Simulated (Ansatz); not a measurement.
The system is Au.

```xyz
1
Lattice="-1.6573 1.6573 1.6573 1.6573 -1.6573 1.6573 1.6573 1.6573 -1.6573" Properties=species:S:1:pos:R:3 pbc="T T T"
Au    0.0000    0.0000    0.0000
```

This isn't the form of Au at room conditions, which is fcc.

A run of Ansatz 0.2.0 on this cell left the log below. Logs are shortened: lines on timing, memory, paths and dates and some standing lists are left out, and cuts for length are marked.

```text
Warning: RAYON_NUM_THREADS=2 ignored (pool sized by the plan → 2); use --threads N
Engine: ansatz 0.2.0, x86_64-unknown-linux-gnu
Pseudopotentials: kind: paw
Pseudopotential: Au, paw, valence charge 19, recommended cutoff 500 eV (meta_gga), Au.paw.azcp
Functional definition: r2SCAN
  parameter k0 = 0.174
  parameter k1 = 0.065
  parameter a1 = 4.9479
  exchange = r2scan_x(k0 = k0, k1 = k1, a1 = a1)
  correlation = r2scan_c
Crystal: 1 atoms, lattice volume = 18.207 Å³
Basis set: ecut = 500 eV, 459 PW (Γ), exchange–correlation on 96×96×96 points (64 copies of the dense FFT grid, shifted against one another)
Bands: 14, of which v1, the nominal top of the filled ones, is band 10 counted from 1 (9 counted from 0)
Symmetry: 48 space group operations
Space group: Im-3m (ITA 229), of the structure as read, at distance tolerance 2.6e-5 Å
k-points: 56 of 1331
Non-local potential: Au, projectors of the file, l = 0: 3, l = 1: 2, l = 2: 2, l = 3: 1
PAW form: soft (Blöchl's): semilocal exchange-correlation on the pseudo side does not see the compensation charge
PAW frozen core: Au, regenerated for the run's functional (the file was generated under x = pbe(κ = 0.804, μ = 0.2195149727645171), c = pbe(β = 0.06672455060314922))
PAW one-centre angular grid: Au, 590 points (default); XC on 160 Gauss nodes
Initial density: superposition of atomic densities (neutral atoms: chi_scale 0, normalization atom), corrected by the library's trained network
Initial wavefunctions: pseudopotential atomic-orbital guess
Functional: x = r2scan, c = r2scan; τ floored in thin density (d = 2e-4 eV/Å³)
SCF iter   1: F=—  HF=-13163.487450 eV  |F-HF|=—  |Δ(HF+E_count)|=         —  Δρ=1.58e-2  dr2=4.83e-2  dr2_τ=3.35e-3  ethr=1.77e-3  ⟨swp⟩=5.3  Hψ=4128  notcnv=0
preconditioner: auto → Kerker (q_TF=auto, 2.748 Å⁻¹)  [metal: Δε(μ)=0.048 eV  Ē_g=16.459 eV  σ=0.050 eV  W_gap=0.23  n_scr=12 (ndim 8)  ℏωp=28.9 eV  f_vac=0.000  D(μ)=0.71/eV (n_scr^D=0)]
SCF iter   2: F=—  HF=-13163.476700 eV  |F-HF|=—  |Δ(HF+E_count)|=   1.08e-2  Δρ=6.16e-3  dr2=6.73e-3  dr2_τ=1.25e-3  ethr=2.54e-4  ⟨swp⟩=2.0  Hψ=1461  notcnv=0  defer=20
SCF iter   3: F=—  HF=-13163.477337 eV  |F-HF|=—  |Δ(HF+E_count)|=   6.38e-4  Δρ=2.32e-3  dr2=7.91e-4  dr2_τ=3.22e-5  ethr=3.54e-5  ⟨swp⟩=2.3  Hψ=1212  notcnv=0  defer=20
SCF iter   4: F=—  HF=-13163.477635 eV  |F-HF|=—  |Δ(HF+E_count)|=   2.98e-4  Δρ=6.78e-4  dr2=5.18e-5  dr2_τ=5.25e-6  ethr=4.16e-6  ⟨swp⟩=2.1  Hψ=1245  notcnv=0  defer=20
[... 56 lines left out ...]
SCF converged after 5 iterations
Free energy (F): -13163.484927 eV
Harris-Foulkes:  -13163.484927 eV  (|F-HF|=2.00e-11)
Internal energy: -13163.479232 eV  (E = F + TS)
E sigma→0 (E₀):  -13163.482080 eV
Entropy (-TS):   -0.005694 eV (-5.694 meV/atom)
Fermi energy:    19.424104 eV
--- Per-component energies (eV) ---
  E_band       = -241.774890
  E_kinetic    = 605.382650
  E_local      = -1763.453223  (includes V_loc(G=0)·N_el)
  E_nonlocal   = 75.939180
  E_hartree    = 750.714833
  E_xc         = -217.949996
  E_vxc        = -306.514882  (∫ρ·V_xc dr)
  E_paw        = -9731.317104  (= ΣΔE_a)
  E_vpaw       = -375.474160  (= ΣTr[D̂ρ^β])
  E_aug_tail   = 0.000774  (compensation charges beyond the density's cutoff)
  E_vtau       = 20.915060  (kinetic-family band-sum trace: ∫τ·v_τ [+ j·A + Jᵃ·Aᵃ] dr)
  E_ewald      = -2882.620023
  E_core_change = -0.176324  (= ΣΔE_core)
  E_smearing   = -0.005694  (= −TS)
  E_closure    = 0.000000  (closes the sum)
  Σ components = -13163.484927   (vs F -13163.484927, Δ=0.00e0)
--- Forces (eV/Å), atoms counted from 1 ---
  atom   1  Au     0.00000000     0.00000000     0.00000000
  max |Σ_I F_I| component: 4.77e-31 eV/Å
--- Stress (GPa, compression-positive) ---
       -0.019828      -0.000000       0.000000
        0.000000      -0.019828       0.000000
        0.000000       0.000000      -0.019828
  P = ⅓ Tr σ = -0.0198 GPa (-0.198 kbar)
--- Band table (eV; the first three rows and the last of 56) ---
  k-point 0: bands = ["-87.9994", "-38.7701", "-38.7701", "-38.7701", "9.8417", "14.5751", "14.5751", "14.5751", "16.4448", "16.4448", "36.7442", "36.7442", "36.7442", "44.1078"]
  k-point 1: bands = ["-87.9984", "-38.7871", "-38.7764", "-38.7699", "10.1467", "14.4834", "14.5858", "14.7866", "16.3403", "16.4511", "36.6083", "36.7799", "37.1188", "41.6752"]
  k-point 2: bands = ["-87.9958", "-38.8323", "-38.7930", "-38.7693", "10.9822", "14.2456", "14.6233", "15.3889", "16.1681", "16.4744", "34.7584", "36.1914", "38.1572", "39.9974"]
  k-point 55: bands = ["-87.9775", "-38.9314", "-38.9293", "-38.9293", "12.7842", "12.8114", "17.4175", "17.4175", "17.5243", "24.9339", "26.5067", "26.5067", "30.2394", "35.8035"]
--- Relaxed structure (4 steps of the walk, 3 accepted, 1 SCFs on fresh bases) ---
  F+E_penalty+E_count = -13163.48492663 eV   max|allowed force component| = 0.000e0 eV/Å   (the final SCF, on the basis selected at the relaxed cell)
  cell:  # Å, volume = 17.6654 Å³
    - [-1.640671095756435, 1.640671095756435, 1.640671095756435]
    - [1.640671095756435, -1.640671095756435, 1.640671095756435]
    - [1.640671095756435, 1.640671095756435, -1.640671095756435]
  atoms:
    - { symbol: Au, position: [0.0, 0.0, 0.0] }
```

Question: Write the input and the command behind it.

Answer: Relaxation of cell and atoms with r2SCAN, no spin polarisation. The files as run (others can give the same):

input.yaml
```yaml
crystal:
  lattice:
    - [-1.657269, 1.657269, 1.657269]
    - [1.657269, -1.657269, 1.657269]
    - [1.657269, 1.657269, -1.657269]
  atoms:
    - { symbol: Au, position: [0.0, 0.0, 0.0] }
hamiltonian:
  xc: r2scan
  pseudopotentials: { kind: paw }
kpoints:
  mp_grid: { grid: [11, 11, 11] }
scf:
  occupations: { method: fermi_dirac, width: 0.05 }
output:
  forces: true
  stress: true
  eigenvalues: true
relax:
  f_tol: 0.01
  max_steps: 40
  cell: { stress_tol: 0.05 }
```

Potentials or basis: Ansatz PAW.
Command:
```bash
$ ansatz run input.yaml --threads 2 --pin off --max-ram 5632MiB --backend cpu --events-out ev --progress --plain --runs-dir out
```

Caveat: the plane-wave basis is chosen anew once the cell has moved, so the energies of steps on either side of that aren't comparable; the PAW data sets come from PBE, with cores solved anew for the run's functional, which leaves a small shift of forces and pressure.
